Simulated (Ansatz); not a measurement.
# SiC: a line through a two-coordinate scan

How does the energy of SiC (P6_3mc, No. 186; 8 atoms in the cell) vary with normal strain along y, at amplitude of mode 5 (192 cm⁻¹) = 0.22 Å?

Computed with Ansatz 0.2.0 (DFT LDA, scalar-relativistic, plane waves, PAW, unless a step's input says otherwise).

1 further run of the same task is left out (set aside as unsound or not needed). Runs told in other sessions of the task aren't counted.

## (1) The system as given

It takes space group P6_3mc (No. 186, hexagonal). Conventional cell: a = 3.058 Å, b = 3.058 Å, c = 10.012 Å, α = 90.00°, β = 90.00°, γ = 120.00°. Around Si (site symmetry 3m) lie 4 C at 1.87 to 1.88 Å. C (site symmetry 3m) has 4 Si at 1.87 to 1.88 Å in its first shell of neighbours.

As a file:

```cif
data_structure
_symmetry_space_group_name_H-M 'P 1'
_symmetry_Int_Tables_number 1
_cell_length_a 3.0585
_cell_length_b 3.0585
_cell_length_c 10.0120
_cell_angle_alpha 90.000
_cell_angle_beta 90.000
_cell_angle_gamma 120.000
_cell_volume 81.11
loop_
_atom_site_label
_atom_site_type_symbol
_atom_site_fract_x
_atom_site_fract_y
_atom_site_fract_z
_atom_site_occupancy
Si1 Si 0.66667 0.33333 0.93784 1
Si2 Si 0.33333 0.66667 0.43784 1
Si3 Si 0.00000 0.00000 0.68790 1
Si4 Si 0.00000 0.00000 0.18790 1
C1 C 0.66667 0.33333 0.74981 1
C2 C 0.33333 0.66667 0.24981 1
C3 C 0.00000 0.00000 0.50045 1
C4 C 0.00000 0.00000 0.00045 1
```

It goes back to an entry of the Materials Project.

It is the result of an earlier relaxation at this level (volume 10.14 Å³/atom; gap on the mesh: 2.18 eV).

## (2) Plan of the line

The energy is mapped over a normal mode and a strain (zone-centre modes of the cell shown) (x along [1 0 0], y along [1 2 0], z along [0 0 1] of the conventional cell).

- amplitude of mode 5 (192 cm⁻¹), largest displacement in the unstrained cell: 5 values from −0.22 to 0.22 Å
- normal strain along y: 5 values from −7.0 to 7.0 %

Nothing else is relaxed (the pattern is fixed in fractional coordinates). Energies count from the relaxed high-symmetry cell. Points are written as (first, second).

The modes come from a phonon run on the reference cell, made beforehand.

The patterns, per unit of each coordinate (Å):

```csv
atom,x1,y1,z1
Si1,0.000,1.000,0.000
Si2,0.000,-1.000,0.000
Si3,0.000,-0.437,0.000
Si4,0.000,0.437,0.000
C5,0.000,-0.303,0.000
C6,0.000,0.303,0.000
C7,0.000,-0.989,0.000
C8,0.000,0.989,0.000
```

## (3) Point (0.22 Å, −7.0 %)

File input.yaml:

```yaml
crystal:
  lattice:
    - [3.0584677755, 0.0, 0.0]
    - [-1.5292338877, 2.463301035, 0.0]
    - [0.0, 0.0, 10.0120151167]
  atoms:
    - { symbol: Si, position: [0.7080075335, 0.416015067, 0.9378428256] }
    - { symbol: Si, position: [0.2919924665, 0.583984933, 0.4378428256] }
    - { symbol: Si, position: [-0.0180601498, -0.0361202996, 0.6879007609] }
    - { symbol: Si, position: [0.0180601498, 0.0361202996, 0.1879007609] }
    - { symbol: C, position: [0.6541345824, 0.3082691648, 0.7498079005] }
    - { symbol: C, position: [0.3458654176, 0.6917308352, 0.2498079005] }
    - { symbol: C, position: [-0.0409063301, -0.0818126602, 0.500447513] }
    - { symbol: C, position: [0.0409063301, 0.0818126602, 0.000447513] }
basis:
  ecutwfc: 520.0
kpoints:
  mp_grid: { grid: [12, 12, 4] }
hamiltonian:
  xc: lda
  pseudopotentials: { kind: paw, azcp: { folder: soft_1 } }
scf:
  occupations: { method: gaussian, width: 0.05 }
output:
  forces: true
  stress: true
  eigenvalues: true
```

The run is started by

```sh
> ansatz run input.yaml --threads 2 --pin off --max-ram 4096MiB --backend cpu --events-out ev --progress --plain --runs-dir out
```

What it wrote (excerpt; [...] marks lines left out):

```text
Warning: <dir> the record states the generating functional pbe (its physics header spells it `PBE`), which answers neither for hamiltonian.xc's functional nor for the lda family's — results may be inconsistent (PPs are generated against a specific XC)
[...]
Warning: RAYON_NUM_THREADS=2 ignored (pool sized by the plan → 2); use --threads N
[...]
Pseudopotentials: kind: paw
Pseudopotential: Si, paw, valence charge 4, recommended cutoff 420 eV (normal), <dir>
Pseudopotential: C, paw, valence charge 4, recommended cutoff 420 eV (normal), <dir>
Functional definition: SPW92
[...]
Crystal: 8 atoms, lattice volume = 75.430 Å³
Basis set: ecut = 520 eV, 2061 PW (Γ)
Bands: 24, of which v1, the nominal top of the filled ones, is band 16 counted from 1 (15 counted from 0)
Symmetry: 4 space group operations
Space group: Cmc21 (ITA 36), of the structure as read, at distance tolerance 4.2e-5 Å
k-points: 129 of 576 (time reversal used)
[...]
SCF iter   1: F=—  HF=-3415.114524 eV  |F-HF|=—  |Δ(HF+E_count)|=         —  Δρ=1.58e-1  dr2=2.20e1  ethr=3.10e-3  ⟨swp⟩=6.9  Hψ=18252  notcnv=0  defer=5
[...]
SCF iter   7: F=-3407.704172 eV  HF=-3407.704172 eV  |F-HF|=1.62e-8  |Δ(HF+E_count)|=   1.87e-6  Δρ=1.50e-5  dr2=8.59e-8  ethr=3.13e-10  ⟨swp⟩=13.0  Hψ=21049  notcnv=0
[...]
SCF converged after 7 iterations
Free energy (F): -3407.704172 eV
[...]
E sigma→0 (E₀):  -3407.704172 eV
Fermi energy:    11.470508 eV
[...]
--- Forces (eV/Å), atoms counted from 1 ---
  atom   1  Si    -0.00000000    -1.86329156    -0.61991977
  atom   2  Si     0.00000000     1.86329156    -0.61991977
  atom   3  Si     0.00000000     1.66256093    -0.75206370
  atom   4  Si    -0.00000000    -1.66256093    -0.75206370
  atom   5  C     -0.00000000    -1.46622705     0.88429073
  atom   6  C      0.00000000     1.46622705     0.88429073
  atom   7  C     -0.00000000    -0.73728355     0.48771039
  atom   8  C      0.00000000     0.73728355     0.48771039
[...]
--- Stress (GPa, compression-positive) ---
        7.588402       0.000000      -0.000000
        0.000000      51.519687       0.000000
       -0.000000       0.000000       3.574277
  P = ⅓ Tr σ = 20.8941 GPa (208.941 kbar)
--- Band table (eV; the first three rows and the last of 129) ---
  k-point 0: bands = ["-5.6417", "-4.4329", "-4.4162", "-1.9841", "1.2926", "5.6768", "5.7316", "9.3697", "9.6722", "9.7602", "10.0591", "10.0796", "10.2223", "10.4065", "10.4747", "10.7103", "16.5979", "16.6859", "16.8538", "17.3507", "17.4259", "17.9275", "18.2014"]
[...]
```

Run time: 27 s. Hardware: 2 threads of Arm Neoverse N1, shared host; peak memory 0.48 GiB.

That is 1.14 eV from the zero.

## (4) Grid point (0.22 Å, −3.5 %)

input.yaml: that of step 3 with these lines changed.

```diff
@@ -3,3 +3,3 @@
     - [3.0584677755, 0.0, 0.0]
-    - [-1.5292338877, 2.463301035, 0.0]
+    - [-1.5292338877, 2.5560059126, 0.0]
     - [0.0, 0.0, 10.0120151167]
```

The run is started by

```sh
> ansatz run input.yaml --threads 2 --pin off --max-ram 4096MiB --backend cpu --events-out ev --progress --plain --runs-dir out
```

What it wrote (excerpt; [...] marks lines left out):

```text
Warning: <dir> the record states the generating functional pbe (its physics header spells it `PBE`), which answers neither for hamiltonian.xc's functional nor for the lda family's — results may be inconsistent (PPs are generated against a specific XC)
[...]
Warning: RAYON_NUM_THREADS=2 ignored (pool sized by the plan → 2); use --threads N
[...]
Pseudopotentials: kind: paw
Pseudopotential: Si, paw, valence charge 4, recommended cutoff 420 eV (normal), <dir>
Pseudopotential: C, paw, valence charge 4, recommended cutoff 420 eV (normal), <dir>
Functional definition: SPW92
[...]
Crystal: 8 atoms, lattice volume = 78.269 Å³
Basis set: ecut = 520 eV, 2129 PW (Γ)
Bands: 24, of which v1, the nominal top of the filled ones, is band 16 counted from 1 (15 counted from 0)
Symmetry: 4 space group operations
Space group: Cmc21 (ITA 36), of the structure as read, at distance tolerance 4.3e-5 Å
k-points: 129 of 576 (time reversal used)
[...]
SCF iter   1: F=—  HF=-3415.158508 eV  |F-HF|=—  |Δ(HF+E_count)|=         —  Δρ=1.49e-1  dr2=2.06e1  ethr=3.10e-3  ⟨swp⟩=6.7  Hψ=18077  notcnv=0  defer=11
[...]
SCF iter   8: F=-3408.350925 eV  HF=-3408.350925 eV  |F-HF|=1.58e-10  |Δ(HF+E_count)|=   3.09e-8  Δρ=3.55e-6  dr2=4.37e-9  ethr=3.13e-10  ⟨swp⟩=13.2  Hψ=17621  notcnv=0
[...]
SCF converged after 8 iterations
Free energy (F): -3408.350925 eV
[...]
E sigma→0 (E₀):  -3408.350925 eV
Fermi energy:    10.977696 eV
[...]
--- Forces (eV/Å), atoms counted from 1 ---
  atom   1  Si    -0.00000000    -1.23046045    -0.30664690
  atom   2  Si     0.00000000     1.23046045    -0.30664690
  atom   3  Si     0.00000000     0.88698553    -0.33709564
  atom   4  Si    -0.00000000    -0.88698553    -0.33709564
  atom   5  C     -0.00000000    -0.57260536     0.45621894
  atom   6  C      0.00000000     0.57260536     0.45621894
  atom   7  C     -0.00000000    -0.06131591     0.18750921
  atom   8  C      0.00000000     0.06131591     0.18750921
[...]
--- Stress (GPa, compression-positive) ---
        3.027484       0.000000      -0.000000
        0.000000      22.549636       0.000000
       -0.000000       0.000000       1.482140
  P = ⅓ Tr σ = 9.0198 GPa (90.198 kbar)
--- Band table (eV; the first three rows and the last of 129) ---
[... band rows left out ...]
[...]
```

Wall time 28 s (2 threads of Arm Neoverse N1, shared host); peak memory 0.49 GiB.

On the map this point reads 0.49 eV.

## (5) Grid point (0.22 Å, 0.0 %)

input.yaml: that of step 4 with these lines changed.

```diff
@@ -3,3 +3,3 @@
     - [3.0584677755, 0.0, 0.0]
-    - [-1.5292338877, 2.5560059126, 0.0]
+    - [-1.5292338877, 2.6487107903, 0.0]
     - [0.0, 0.0, 10.0120151167]
```

The run is started by

```sh
> ansatz run input.yaml --threads 2 --pin off --max-ram 4096MiB --backend cpu --events-out ev --progress --plain --runs-dir out
```

What it wrote (excerpt; [...] marks lines left out):

```text
Warning: <dir> the record states the generating functional pbe (its physics header spells it `PBE`), which answers neither for hamiltonian.xc's functional nor for the lda family's — results may be inconsistent (PPs are generated against a specific XC)
[...]
Warning: RAYON_NUM_THREADS=2 ignored (pool sized by the plan → 2); use --threads N
[...]
Pseudopotentials: kind: paw
Pseudopotential: Si, paw, valence charge 4, recommended cutoff 420 eV (normal), <dir>
Pseudopotential: C, paw, valence charge 4, recommended cutoff 420 eV (normal), <dir>
Functional definition: SPW92
[...]
Crystal: 8 atoms, lattice volume = 81.107 Å³
Basis set: ecut = 520 eV, 2173 PW (Γ)
Bands: 24, of which v1, the nominal top of the filled ones, is band 16 counted from 1 (15 counted from 0)
Symmetry: 4 space group operations
Space group: Cmc21 (ITA 36), of the structure as read, at distance tolerance 4.3e-5 Å
k-points: 129 of 576 (time reversal used)
[...]
SCF iter   1: F=—  HF=-3414.860253 eV  |F-HF|=—  |Δ(HF+E_count)|=         —  Δρ=1.41e-1  dr2=1.95e1  ethr=3.10e-3  ⟨swp⟩=6.5  Hψ=17907  notcnv=0  defer=5
[...]
SCF iter   8: F=-3408.537563 eV  HF=-3408.537563 eV  |F-HF|=3.33e-10  |Δ(HF+E_count)|=   1.08e-8  Δρ=4.02e-6  dr2=6.94e-9  ethr=3.13e-10  ⟨swp⟩=13.8  Hψ=18213  notcnv=0
[...]
SCF converged after 8 iterations
Free energy (F): -3408.537563 eV
[...]
E sigma→0 (E₀):  -3408.537563 eV
Fermi energy:    10.610270 eV
[...]
--- Forces (eV/Å), atoms counted from 1 ---
  atom   1  Si    -0.00000000    -0.86993135    -0.10720060
  atom   2  Si     0.00000000     0.86993135    -0.10720060
  atom   3  Si     0.00000000     0.40373968    -0.05311689
  atom   4  Si    -0.00000000    -0.40373968    -0.05311689
  atom   5  C      0.00000000     0.02237877     0.15405129
  atom   6  C     -0.00000000    -0.02237877     0.15405129
  atom   7  C      0.00000000     0.34661031     0.00625983
  atom   8  C     -0.00000000    -0.34661031     0.00625983
[...]
--- Stress (GPa, compression-positive) ---
       -0.372346      -0.000000       0.000000
       -0.000000      -0.603461       0.000000
       -0.000000       0.000000      -0.204148
  P = ⅓ Tr σ = -0.3933 GPa (-3.933 kbar)
--- Band table (eV; the first three rows and the last of 129) ---
[... band rows left out ...]
[...]
```

It took 28 s on 2 threads of Arm Neoverse N1, shared host; peak memory 0.5 GiB.

On the map this point reads 0.30 eV.

## (6) Changed: mp_grid.grid [6, 6, 2], mixing.algorithm msr1, mixing.beta 0.3, mixing.ndim 8

input.yaml: that of step 5 with these lines changed.

```diff
@@ -17,3 +17,3 @@
 kpoints:
-  mp_grid: { grid: [12, 12, 4] }
+  mp_grid: { grid: [6, 6, 2] }
 hamiltonian:
@@ -23,5 +23,6 @@
   occupations: { method: gaussian, width: 0.05 }
+  mixing: { algorithm: msr1, beta: 0.3, ndim: 8 }
 output:
   forces: true
+  eigenvalues: true
   stress: true
-  eigenvalues: true
```

The run is started by

```sh
> ansatz run input.yaml --threads 2 --pin off --max-ram 4096MiB --backend cpu --events-out ev --progress --plain --runs-dir out
```

What it wrote (excerpt; [...] marks lines left out):

```text
Warning: <dir> the record states the generating functional pbe (its physics header spells it `PBE`), which answers neither for hamiltonian.xc's functional nor for the lda family's — results may be inconsistent (PPs are generated against a specific XC)
[...]
Warning: RAYON_NUM_THREADS=2 ignored (pool sized by the plan → 2); use --threads N
[...]
Pseudopotentials: kind: paw
Pseudopotential: Si, paw, valence charge 4, recommended cutoff 420 eV (normal), <dir>
Pseudopotential: C, paw, valence charge 4, recommended cutoff 420 eV (normal), <dir>
Functional definition: SPW92
[...]
Crystal: 8 atoms, lattice volume = 81.107 Å³
Basis set: ecut = 520 eV, 2173 PW (Γ)
Bands: 24, of which v1, the nominal top of the filled ones, is band 16 counted from 1 (15 counted from 0)
Symmetry: 4 space group operations
Space group: Cmc21 (ITA 36), of the structure as read, at distance tolerance 4.3e-5 Å
k-points: 26 of 72
[...]
SCF iter   1: F=—  HF=-3414.853557 eV  |F-HF|=—  |Δ(HF+E_count)|=         —  Δρ=1.41e-1  dr2=1.95e1  ethr=3.10e-3  ⟨swp⟩=6.5  Hψ=3571  notcnv=0
[...]
SCF iter   9: F=-3408.515807 eV  HF=-3408.515807 eV  |F-HF|=2.27e-9  |Δ(HF+E_count)|=   2.12e-9  Δρ=2.88e-6  dr2=5.41e-9  ethr=3.13e-10  ⟨swp⟩=10.9  Hψ=3300  notcnv=0
[...]
SCF converged after 9 iterations
Free energy (F): -3408.515807 eV
[...]
E sigma→0 (E₀):  -3408.515807 eV
Fermi energy:    10.612329 eV
[...]
--- Forces (eV/Å), atoms counted from 1 ---
  atom   1  Si    -0.00000000    -0.87120357    -0.10115050
  atom   2  Si     0.00000000     0.87120357    -0.10115050
  atom   3  Si     0.00000000     0.40256864    -0.04847039
  atom   4  Si    -0.00000000    -0.40256864    -0.04847039
  atom   5  C      0.00000000     0.02216622     0.14718908
  atom   6  C     -0.00000000    -0.02216622     0.14718908
  atom   7  C      0.00000000     0.34044332     0.00243118
  atom   8  C     -0.00000000    -0.34044332     0.00243118
[...]
--- Stress (GPa, compression-positive) ---
       -0.306404      -0.000000       0.000000
       -0.000000      -0.544432       0.000000
       -0.000000       0.000000      -0.297761
  P = ⅓ Tr σ = -0.3829 GPa (-3.829 kbar)
--- Band table (eV; the first three rows and the last of 26) ---
[... band rows left out ...]
[...]
```

It took 5.7 s on 2 threads of Arm Neoverse N1, shared host; peak memory 0.3 GiB.

| run | ending | energy change | pressure (GPa) | gap (eV) | force (eV/Å) | cycles | time |
| --- | --- | --- | --- | --- | --- | --- | --- |
| step 5 | converged | 0 | -0.4 | 1.84 | 0.88 | 8 | 28 s |
| variant | converged | +2.7 meV/atom | -0.4 | 1.84 | 0.88 | 9 | 5.7 s |

Changing the k-point mesh and mixing moves the energy by +2.7 meV/atom. Mixing only sets the path, so the shift comes from the other change. Sampling errors of the energy have no fixed sign. The other settings changed steer the path, not the converged energy, so the shift is the mesh's. Cost: 9 SCF cycles against 8, 5.7 s against 28 s.

## (7) The run at (0.22 Å, 3.5 %)

input.yaml: that of step 5 with these lines changed.

```diff
@@ -3,3 +3,3 @@
     - [3.0584677755, 0.0, 0.0]
-    - [-1.5292338877, 2.6487107903, 0.0]
+    - [-1.5292338877, 2.7414156679, 0.0]
     - [0.0, 0.0, 10.0120151167]
```

The run is started by

```sh
> ansatz run input.yaml --threads 2 --pin off --max-ram 4096MiB --backend cpu --events-out ev --progress --plain --runs-dir out
```

What it wrote (excerpt; [...] marks lines left out):

```text
Warning: <dir> the record states the generating functional pbe (its physics header spells it `PBE`), which answers neither for hamiltonian.xc's functional nor for the lda family's — results may be inconsistent (PPs are generated against a specific XC)
[...]
Warning: RAYON_NUM_THREADS=2 ignored (pool sized by the plan → 2); use --threads N
[...]
Pseudopotentials: kind: paw
Pseudopotential: Si, paw, valence charge 4, recommended cutoff 420 eV (normal), <dir>
Pseudopotential: C, paw, valence charge 4, recommended cutoff 420 eV (normal), <dir>
Functional definition: SPW92
[...]
Crystal: 8 atoms, lattice volume = 83.946 Å³
Basis set: ecut = 520 eV, 2251 PW (Γ)
Bands: 24, of which v1, the nominal top of the filled ones, is band 16 counted from 1 (15 counted from 0)
Symmetry: 4 space group operations
Space group: Cmc21 (ITA 36), of the structure as read, at distance tolerance 4.4e-5 Å
k-points: 129 of 576 (time reversal used)
[...]
SCF iter   1: F=—  HF=-3414.291465 eV  |F-HF|=—  |Δ(HF+E_count)|=         —  Δρ=1.34e-1  dr2=1.86e1  ethr=3.10e-3  ⟨swp⟩=6.4  Hψ=17864  notcnv=0  defer=10
[...]
SCF iter   8: F=-3408.357823 eV  HF=-3408.357823 eV  |F-HF|=2.75e-10  |Δ(HF+E_count)|=   2.83e-8  Δρ=2.85e-6  dr2=3.08e-9  ethr=3.13e-10  ⟨swp⟩=13.5  Hψ=18124  notcnv=0
[...]
SCF converged after 8 iterations
Free energy (F): -3408.357823 eV
[...]
E sigma→0 (E₀):  -3408.357823 eV
Fermi energy:    10.270773 eV
[...]
--- Forces (eV/Å), atoms counted from 1 ---
  atom   1  Si    -0.00000000    -0.72044172     0.00850781
  atom   2  Si     0.00000000     0.72044172     0.00850781
  atom   3  Si     0.00000000     0.15159959     0.13240200
  atom   4  Si    -0.00000000    -0.15159959     0.13240200
  atom   5  C      0.00000000     0.38036266    -0.05473589
  atom   6  C     -0.00000000    -0.38036266    -0.05473589
  atom   7  C      0.00000000     0.54466576    -0.08616435
  atom   8  C     -0.00000000    -0.54466576    -0.08616435
[...]
--- Stress (GPa, compression-positive) ---
       -2.860243      -0.000000       0.000000
       -0.000000     -18.961346       0.000000
       -0.000000       0.000000      -1.635794
  P = ⅓ Tr σ = -7.8191 GPa (-78.191 kbar)
--- Band table (eV; the first three rows and the last of 129) ---
[... band rows left out ...]
[...]
```

Wall time 31 s (2 threads of Arm Neoverse N1, shared host); peak memory 0.51 GiB.

On the map this point reads 0.48 eV.

## (8) The run at (0.22 Å, 7.0 %)

input.yaml: that of step 7 with these lines changed.

```diff
@@ -3,3 +3,3 @@
     - [3.0584677755, 0.0, 0.0]
-    - [-1.5292338877, 2.7414156679, 0.0]
+    - [-1.5292338877, 2.8341205456, 0.0]
     - [0.0, 0.0, 10.0120151167]
```

The run is started by

```sh
> ansatz run input.yaml --threads 2 --pin off --max-ram 4096MiB --backend cpu --events-out ev --progress --plain --runs-dir out
```

What it wrote (excerpt; [...] marks lines left out):

```text
Warning: <dir> the record states the generating functional pbe (its physics header spells it `PBE`), which answers neither for hamiltonian.xc's functional nor for the lda family's — results may be inconsistent (PPs are generated against a specific XC)
[...]
Warning: RAYON_NUM_THREADS=2 ignored (pool sized by the plan → 2); use --threads N
[...]
Pseudopotentials: kind: paw
Pseudopotential: Si, paw, valence charge 4, recommended cutoff 420 eV (normal), <dir>
Pseudopotential: C, paw, valence charge 4, recommended cutoff 420 eV (normal), <dir>
Functional definition: SPW92
[...]
Crystal: 8 atoms, lattice volume = 86.785 Å³
Basis set: ecut = 520 eV, 2307 PW (Γ)
Bands: 24, of which v1, the nominal top of the filled ones, is band 16 counted from 1 (15 counted from 0)
Symmetry: 4 space group operations
Space group: Cmc21 (ITA 36), of the structure as read, at distance tolerance 4.4e-5 Å
k-points: 129 of 576 (time reversal used)
[...]
SCF iter   1: F=—  HF=-3413.510443 eV  |F-HF|=—  |Δ(HF+E_count)|=         —  Δρ=1.28e-1  dr2=1.79e1  ethr=3.10e-3  ⟨swp⟩=6.5  Hψ=17842  notcnv=0  defer=8
[...]
SCF iter   8: F=-3407.888918 eV  HF=-3407.888918 eV  |F-HF|=1.47e-10  |Δ(HF+E_count)|=   2.06e-8  Δρ=3.31e-6  dr2=4.56e-9  ethr=3.13e-10  ⟨swp⟩=13.6  Hψ=17777  notcnv=0
[...]
SCF converged after 8 iterations
Free energy (F): -3407.888918 eV
[...]
E sigma→0 (E₀):  -3407.888918 eV
Fermi energy:    9.797426 eV
[...]
--- Forces (eV/Å), atoms counted from 1 ---
  atom   1  Si    -0.00000000    -0.73159766     0.06324810
  atom   2  Si     0.00000000     0.73159766     0.06324810
  atom   3  Si     0.00000000     0.08022456     0.24442557
  atom   4  Si    -0.00000000    -0.08022456     0.24442557
  atom   5  C      0.00000000     0.55204991    -0.19476324
  atom   6  C     -0.00000000    -0.55204991    -0.19476324
  atom   7  C      0.00000000     0.58016983    -0.11289517
  atom   8  C     -0.00000000    -0.58016983    -0.11289517
[...]
--- Stress (GPa, compression-positive) ---
       -4.622838      -0.000000       0.000000
       -0.000000     -33.372543       0.000000
        0.000000       0.000000      -2.907922
  P = ⅓ Tr σ = -13.6344 GPa (-136.344 kbar)
--- Band table (eV; the first three rows and the last of 129) ---
[... band rows left out ...]
[...]
```

It took 31 s on 2 threads of Arm Neoverse N1, shared host; peak memory 0.52 GiB.

That is 0.95 eV from the zero.

## (9) The line in numbers

| normal strain along y (%) | step | energy (eV) | slope (eV per %) | pressure (GPa) | band gap on the k-mesh (eV) | largest force on an atom (eV/Å) |
| --- | --- | --- | --- | --- | --- | --- |
| −7.0 | 3 | 1.14 | −0.26 | 20.9 | 1.52 | 1.96 |
| −3.5 | 4 | 0.49 | −0.11 | 9.0 | 1.80 | 1.27 |
| 0.0 | 5 | 0.30 | 0.00 | −0.4 | 1.84 | 0.88 |
| 3.5 | 7 | 0.48 | 0.10 | −7.8 | 1.85 | 0.72 |
| 7.0 | 8 | 0.95 | 0.17 | −13.6 | 1.53 | 0.73 |

Energies count from the relaxed high-symmetry cell. Slopes come from the forces (and the stress, where the cell changes), not from differences of energies.

```
                                                                                                            run        outcome
step 6, run with mp_grid.grid [6, 6, 2], mixing.algorithm msr1, mixing.beta 0.3, mixing.ndim 8 (against step 5)  +2.7 meV/atom
```

In words: The lowest point computed on the line is at 0.0 %, 0.30 eV from the zero. A fit to energies and slopes at the lowest point and its two neighbours puts the minimum at −0.11 %, with a curvature of about 0.03 eV per %². The well is lopsided: two grid steps out, the energy rises by 0.83 eV towards smaller values and 0.65 eV towards larger ones. The highest point computed, at −7.0 %, lies 0.83 eV above the lowest. This is one cut through a surface in two coordinates; the map's lowest point lies off it.

These are semilocal Kohn-Sham gaps, which aren't the measured quantity. Such gaps usually fall short of the measured ones.
